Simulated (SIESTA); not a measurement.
Li2Se:

```xyz
3
Lattice="0.0000 3.0025 3.0025 3.0025 0.0000 3.0025 3.0025 3.0025 0.0000" Properties=species:S:1:pos:R:3 pbc="T T T"
Se    0.0000    0.0000    0.0000
Li    4.5038    4.5038    4.5038
Li    1.5012    1.5012    1.5012
```

Base run:

```yaml
Program: SIESTA 5.4.2
Functional: PBEsol
Potentials_or_basis: PseudoDojo 0.4 standard (PBEsol files)
Basis: DZP (energy shift 0.003 Ry; two zetas on semicore shells)
Grid_cutoff: 800 Ry
Energy_shift: 0.003 Ry
k_mesh: 8 × 8 × 8
Occupations: fermi-dirac, width 0.05 eV
Spin: no spin polarisation
```

Its results: band gap on the k mesh 2.99 eV, indirect (least direct gap 3.31 eV); pressure -0.5 GPa.

After a change of settings the same cell gave: band gap on the k mesh 2.99 eV, indirect (least direct gap 3.27 eV); pressure -2.0 GPa. Which change was it?
A. functional from PBEsol to AM05
B. functional from PBEsol to LDA; potentials or basis from PseudoDojo 0.4 standard (PBEsol files) to PseudoDojo 0.4 standard (LDA files)
C. functional from PBEsol to BLYP; potentials or basis from PseudoDojo 0.4 standard (PBEsol files) to PseudoDojo 0.4 standard (PBE files)
D. functional from PBEsol to vdW-DF-cx; potentials or basis from PseudoDojo 0.4 standard (PBEsol files) to PseudoDojo 0.4 standard (PBE files)

B.

Caveats: the basis of atomic orbitals isn't converged, which shifts pressures, moduli and gaps.

Not every run made on this cell is shown here.
